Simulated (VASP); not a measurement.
Ce, 2 atoms in the cell. The typed cell holds 2 atoms: a = 3.650 Å, b = 3.650 Å, c = 5.960 Å, α = 90.00°, β = 90.00°, γ = 120.00°. This isn't the form of Ce at room conditions, which is fcc. The cell isn't the ideal one: atoms moved at random, drawn with an rms of 0.05 Å.

* Program: VASP 6.6.1
* Task: single point
* Functional: PBE
* Potentials or basis: VASP PAW PBE potentials, release 64 (Ce)
* Cutoff: 520 eV
* k mesh: 8 × 8 × 5
* Occupations: fermi-dirac, width 0.05 eV
* Spin: collinear spin, ferromagnetic start
* Starting moments: [1.0, 1.0] μB
* Further INCAR settings: ALGO = Normal; EDIFF = 1e-07; NBANDS = 23

Potentials or basis: VASP PAW PBE potentials, release 64 (Ce).

Run with:

```console
$ cat potpaw_PBE.64/Ce/POTCAR > POTCAR
$ mpirun -np 1 vasp_std > vasp.out
```

Hardware: 1 thread of Intel(R) Xeon(R) Platinum 8559C (Emerald Rapids) (shared host).

Task: How long does it take, and how much memory?

Result: It took 7.2 min on 1 thread of Intel(R) Xeon(R) Platinum 8559C (Emerald Rapids) (shared host), peak memory 0.5 GiB. Counts: scf iterations 21, k points 162.
